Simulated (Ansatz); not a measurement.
# Co3Si8: the cost of one run

Computed with Ansatz 0.2.0 (DFT PBEsol, scalar-relativistic, plane waves, PAW, unless a step's input says otherwise).

1 further run of the same task is left out (set aside as unsound or not needed).

**1. The starting structure**

It takes space group Fm-3m (No. 225, cubic). Conventional cell: a = 5.313 Å, b = 5.313 Å, c = 5.313 Å, α = 90.00°, β = 90.00°, γ = 90.00°. Co (site symmetry m-3m) has 8 Si at 2.30 Å as nearest neighbours. Around Si (site symmetry -43m) lie 4 Co at 2.30 Å.

Structure file:

```cif
data_structure
_symmetry_space_group_name_H-M 'P 1'
_symmetry_Int_Tables_number 1
_cell_length_a 3.7565
_cell_length_b 3.7565
_cell_length_c 3.7565
_cell_angle_alpha 60.000
_cell_angle_beta 60.000
_cell_angle_gamma 60.000
_cell_volume 37.48
loop_
_atom_site_label
_atom_site_type_symbol
_atom_site_fract_x
_atom_site_fract_y
_atom_site_fract_z
_atom_site_occupancy
Co1 Co 0.00000 0.00000 0.00000 1
Si1 Si 0.25000 0.25000 0.25000 1
Si2 Si 0.75000 0.75000 0.75000 1
```

This cell was relaxed beforehand with the same method: volume 12.49 Å³/atom, gap on the mesh none (metal).

The bulk reference comes from a run made before at the same settings: -2112.5734 eV/atom.

**2. The (111) slab**

Planes are indexed in the bulk's conventional cell (Fm-3m (No. 225)), a = 5.313 Å, b = 5.313 Å, c = 5.313 Å, α = 90.00°, β = 90.00°, γ = 90.00°.

The slab is a (111) slab, 10.7 Å thick as cut, with 15 Å of vacuum; its outer planes are Si (top) and Si (bottom).

The slab as cut. Layers, bottom to top:

| plane | atoms per cell | height over the lowest (Å) |
| --- | --- | --- |
| 1 | Si | 0.00 |
| 2 | Si | 1.53 |
| 3 | Co | 2.30 |
| 4 | Si | 3.07 |
| 5 | Si | 4.60 |
| 6 | Co | 5.37 |
| 7 | Si | 6.13 |
| 8 | Si | 7.67 |
| 9 | Co | 8.43 |
| 10 | Si | 9.20 |
| 11 | Si | 10.74 |

**3. Single point on the unrelaxed (111) slab**

The cell repeats along c, and a dipole correction in the vacuum removes the field between the copies.

input.yaml

```yaml
crystal:
  lattice:
    - [3.7565102939, 0.0, 0.0]
    - [-1.8782551469, 3.2532333441, 0.0]
    - [0.0, 0.0, 25.7351223391]
  atoms:
    - { symbol: Si, position: [0.6666666667, 0.3333333333, 0.2914305167] }
    - { symbol: Si, position: [0.0, 0.0, 0.3510217976] }
    - { symbol: Co, position: [0.6666666667, 0.3333333333, 0.3808174381] }
    - { symbol: Si, position: [0.3333333333, 0.6666666667, 0.4106130786] }
    - { symbol: Si, position: [0.6666666667, 0.3333333333, 0.4702043595] }
    - { symbol: Co, position: [0.3333333333, 0.6666666667, 0.5] }
    - { symbol: Si, position: [0.0, 0.0, 0.5297956405] }
    - { symbol: Si, position: [0.3333333333, 0.6666666667, 0.5893869214] }
    - { symbol: Co, position: [0.0, 0.0, 0.6191825619] }
    - { symbol: Si, position: [0.6666666667, 0.3333333333, 0.6489782024] }
    - { symbol: Si, position: [0.0, 0.0, 0.7085694833] }
basis:
  ecutwfc: 420
kpoints:
  mp_grid: { grid: [9, 9, 1] }
hamiltonian:
  xc: pbesol
scf:
  occupations: { method: gaussian, width: 0.1 }
output:
  forces: true
  stress: true
  eigenvalues: true
efield:
  axis: 3
  dipole_correction: true
```

**Question.** How long does this run take on 1 thread of an Arm CPU, shared host, and how much memory does it need?

About 20 s, with a peak of 0.51 GiB.
